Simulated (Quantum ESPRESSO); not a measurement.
# H on fcc sites of Rh(111): a series in the coverage, part 4 of 9

Wanted: a table for H on fcc sites of Rh(111) against the coverage, and what can be fitted to it.

Quantum ESPRESSO 7.5; plane-wave DFT, PBE, GBRV ultrasoft pseudopotentials.

So far. Step 4 (Relaxation with pw.x of the reference): The relaxation lowers the energy by 1 meV an atom. Step 5 (Relaxation with pw.x, 0 ML): The relaxation lowers the energy by 12 meV an atom. On the free atoms the largest force ends at 0.001 eV/Å.

### 6. Ground state, 0 ML

A run under open boundaries on these atoms gives the vacuum levels.

m0.esm.in

```
&control
  prefix = 'm0.esm'
  outdir = './out'
  pseudo_dir = './pseudo'
  calculation = 'scf'
  tprnfor = .true.
/
&system
  ibrav = 0
  nat = 3
  ntyp = 1
  ecutwfc = 40
  ecutrho = 200
  occupations = 'smearing'
  smearing = 'mv'
  degauss = 0.02
  assume_isolated = 'esm'
  esm_bc = 'bc1'
/
&electrons
  conv_thr = 1e-07
  mixing_beta = 0.25
  electron_maxstep = 160
  mixing_mode = 'local-TF'
  mixing_ndim = 12
/
ATOMIC_SPECIES
  Rh  102.9055  rh_pbe_v1.4.uspp.F.UPF
CELL_PARAMETERS angstrom
  2.70966521178718 0.00000000000000 0.00000000000000
  1.35483260589359 2.34663890915864 0.00000000000000
  0.00000000000000 0.00000000000000 18.54292636387133
ATOMIC_POSITIONS crystal
  Rh  0.333333333300 0.333333333300 -0.115770797700
  Rh  0.666666666700 0.666666666700 0.000000000000
  Rh  0.000000000000 0.000000000000 0.115770797700
K_POINTS automatic
  10 10 1 0 0 0
```

Launch:

```
$ OMP_NUM_THREADS=1 mpirun -n 16 pw.x -nk 4 -in m0.esm.in > m0.esm.out
```

The log of the run:

```text
[banner, memory and clock lines left out]
Program PWSCF v.7.5 starts
[citation notice left out]

[...]
Message from routine setup:
[...]
bravais-lattice index     =            0
     lattice parameter (alat)  =       5.1205  a.u.
     unit-cell volume          =     795.6770 (a.u.)^3
     number of atoms/cell      =            3
     number of atomic types    =            1
     number of electrons       =        45.00
     number of Kohn-Sham states=           28
     kinetic-energy cutoff     =      40.0000  Ry
     charge density cutoff     =     200.0000  Ry
     scf convergence threshold =      1.0E-07
     mixing beta               =       0.2500
     number of iterations used =           12  local-TF  mixing
     Exchange-correlation=  SLA  PW   PBX  PBC
                           (   1   4   3   4   0   0   0)

     Effective Screening Medium Method
     Boundary Conditions: Vacuum-Slab-Vacuum
     total charge in unit cell        =   0.0000
     grid points for fit at edges     =        4

[...]
PseudoPot. # 1 for Rh read from file:
     ./pseudo/rh_pbe_v1.4.uspp.F.UPF
     Pseudo is Ultrasoft + core correction, Zval = 15.0
     Generated by new atomic code, or converted to UPF format
     Using radial grid of  969 points,  7 beta functions with:
                l(1) =   0
                l(2) =   0
                l(3) =   1
                l(4) =   1
                l(5) =   2
                l(6) =   2
                l(7) =   2
     Q(r) pseudized with  8 coefficients,  rinner =    1.200   1.200   1.200
                                                       1.200   1.200

     atomic species   valence    mass     pseudopotential
     Rh               15.00   102.90550     Rh( 1.00)

     12 Sym. Ops., with inversion, found ( 6 have fractional translation)

[...]
number of k points=    14  Marzari-Vanderbilt smearing, width (Ry)=  0.0200
[...]
Dense  grid:    38125 G-vectors     FFT dimensions: (  24,  24, 160)

     Smooth grid:    27279 G-vectors     FFT dimensions: (  24,  24, 144)

     Initial potential from superposition of free atoms

     starting charge      43.4997, renormalised to      45.0000

     negative rho (up, down):  1.805E-01 0.000E+00
     Starting wfcs are   36 randomized atomic wfcs

     per-process dynamical memory:    15.8 Mb

     Self-consistent Calculation

     iteration #  1     ecut=    40.00 Ry     beta= 0.25
     Davidson diagonalization with overlap
     ethr =  1.00E-02,  avg # of iterations =  2.3

     negative rho (up, down):  1.843E-01 0.000E+00

     total energy              =    -513.59109135 Ry
     estimated scf accuracy    <       1.46084127 Ry

     iteration #  2     ecut=    40.00 Ry     beta= 0.25
[...]
negative rho (up, down):  1.982E-01 0.000E+00

[...]
total energy              =    -513.31311089 Ry
     estimated scf accuracy    <       0.85722928 Ry

     iteration #  3     ecut=    40.00 Ry     beta= 0.25
[...]
negative rho (up, down):  1.999E-01 0.000E+00

[...]
total energy              =    -513.40662201 Ry
     estimated scf accuracy    <       0.08648439 Ry

     iteration #  4     ecut=    40.00 Ry     beta= 0.25
[...]
negative rho (up, down):  1.999E-01 0.000E+00

[...]
total energy              =    -513.47347165 Ry
     estimated scf accuracy    <       0.01169497 Ry

     iteration #  5     ecut=    40.00 Ry     beta= 0.25
[...]
c_bands:  1 eigenvalues not converged
[...]
negative rho (up, down):  1.966E-01 0.000E+00

[...]
total energy              =    -513.48097833 Ry
     estimated scf accuracy    <       0.00826324 Ry

     iteration #  6     ecut=    40.00 Ry     beta= 0.25
[...]
negative rho (up, down):  1.972E-01 0.000E+00

[...]
total energy              =    -513.47799650 Ry
     estimated scf accuracy    <       0.02062031 Ry

[...]
iteration # 19     ecut=    40.00 Ry     beta= 0.25
[...]
negative rho (up, down):  1.837E-01 0.000E+00

[...]
total energy              =    -513.48514469 Ry
     estimated scf accuracy    <       0.00000987 Ry

     iteration # 20     ecut=    40.00 Ry     beta= 0.25
[...]
negative rho (up, down):  1.836E-01 0.000E+00

[...]
total energy              =    -513.48514504 Ry
     estimated scf accuracy    <       0.00000015 Ry

     iteration # 21     ecut=    40.00 Ry     beta= 0.25
[...]
negative rho (up, down):  1.836E-01 0.000E+00

[...]
total energy              =    -513.48514557 Ry
     estimated scf accuracy    <       0.00000012 Ry

     iteration # 22     ecut=    40.00 Ry     beta= 0.25
[...]
negative rho (up, down):  1.836E-01 0.000E+00

[...]
End of self-consistent calculation

          k = 0.0000 0.0000 0.0000 (  3383 PWs)   bands (ev):

   -52.1049 -51.6376 -51.6376 -51.3434 -51.2326 -51.1226 -51.1226 -51.1189
   -51.1189 -12.2147 -10.8402 -10.6319  -8.1025  -8.1025  -7.9521  -7.7213
    -7.7213  -7.5639  -7.3533  -7.3533  -6.0294  -6.0294  -5.4313  -5.4313
    -5.3470  -4.6483  -4.6483  -3.9109

          k = 0.0000 0.1155 0.0000 (  3365 PWs)   bands (ev):

   -52.0927 -51.6951 -51.6502 -51.3293 -51.2381 -51.1696 -51.1655 -51.1346
   -51.1302 -11.8793 -10.5649 -10.3078  -8.4058  -8.1375  -7.9725  -7.8701
    -7.5650  -7.4242  -7.3784  -7.1024  -6.3924  -6.1186  -5.9889  -5.5412
    -5.4141  -4.6335  -4.2860  -2.6235

[...]
the Fermi energy is    -5.0812 ev

!    total energy              =    -513.48514701 Ry
     estimated scf accuracy    <       0.00000002 Ry
     smearing contrib. (-TS)   =       0.00036937 Ry
     internal energy E=F+TS    =    -513.48551638 Ry

     The total energy is F=E-TS. E is the sum of the following terms:
     one-electron contribution =    4312.55373698 Ry
     hartree contribution      =   -2158.72316822 Ry
     xc contribution           =     -89.68748821 Ry
     ewald contribution        =   -2577.62859694 Ry

     convergence has been achieved in  22 iterations

     negative rho (up, down):  1.836E-01 0.000E+00

     Forces acting on atoms (cartesian axes, Ry/au):

     atom    1 type  1   force =     0.00000000    0.00000000    0.00008112
     atom    2 type  1   force =     0.00000000    0.00000000    0.00000000
     atom    3 type  1   force =     0.00000000    0.00000000   -0.00008112

     Total force =     0.000115     Total SCF correction =     0.000587
     SCF correction compared to forces is large: reduce conv_thr to get better values

[...]
```

Elapsed: 8.6 s, on 16 MPI ranks of Arm Neoverse V2, shared host; peak memory 0.96 GiB; 2.2 min of CPU time.

Read from the output:

```
Fermi energy                                                   : -5.081 eV
vacuum line at the lower end of the cell, over the Fermi level : 5.081 eV
vacuum line at the upper end of the cell, over the Fermi level : 5.081 eV
```

Electrostatic potential energy of an electron; zero at the Fermi level. Potential energy, planar mean against z:

z (Å), potential energy, planar mean (eV) and a bar from the least value:
```
     -9.0        5.1 ##############################
     -8.5        5.1 ##############################
     -8.0        5.1 ##############################
     -7.5        5.1 ##############################
     -7.0        5.1 ##############################
     -6.5        5.1 ##############################
     -6.0        5.1 ##############################
     -5.5        5.1 ##############################
     -5.0        5.0 ##############################
     -4.5        5.0 ##############################
     -4.0        4.6 #############################
     -3.5        3.3 ############################
     -3.0       -1.8 #####################
     -2.5      -14.0 ######
     -2.0      -17.6 ##
     -1.5       -7.0 ###############
     -1.0       -1.4 ######################
     -0.5      -11.1 ##########
      0.0      -18.8 
      0.5      -11.1 ##########
      1.0       -1.4 ######################
      1.5       -7.0 ###############
      2.0      -17.6 ##
      2.5      -14.0 ######
      3.0       -1.8 #####################
      3.5        3.3 ############################
      4.0        4.6 #############################
      4.5        5.0 ##############################
      5.0        5.0 ##############################
      5.5        5.1 ##############################
      6.0        5.1 ##############################
      6.5        5.1 ##############################
      7.0        5.1 ##############################
      7.5        5.1 ##############################
      8.0        5.1 ##############################
      8.5        5.1 ##############################
      9.0        5.1 ##############################
```

The vacuum levels are read from the outermost 0.7 Å of the cell on either side.

Inside the slab this potential holds the local part of the pseudopotentials, which can be repulsive at the nuclei; only its value in the vacuum has a meaning of its own.

[end of part 4 of 9]

[Logs are printed without paths, hosts, clocks, repeated set-up lines and the standing remarks that a program may print on its own settings, such as how far it seeks lower states.]

[Hosts, paths, dates, database ids (printed as entryN), source tags and the programs' standing remarks are cut or masked in the printed files.]

[Maps of the electrostatic potential energy from Ansatz leave out the sawtooth potential of an applied field or a dipole correction, so their vacuum need not be flat; planar profiles and work functions include it.]
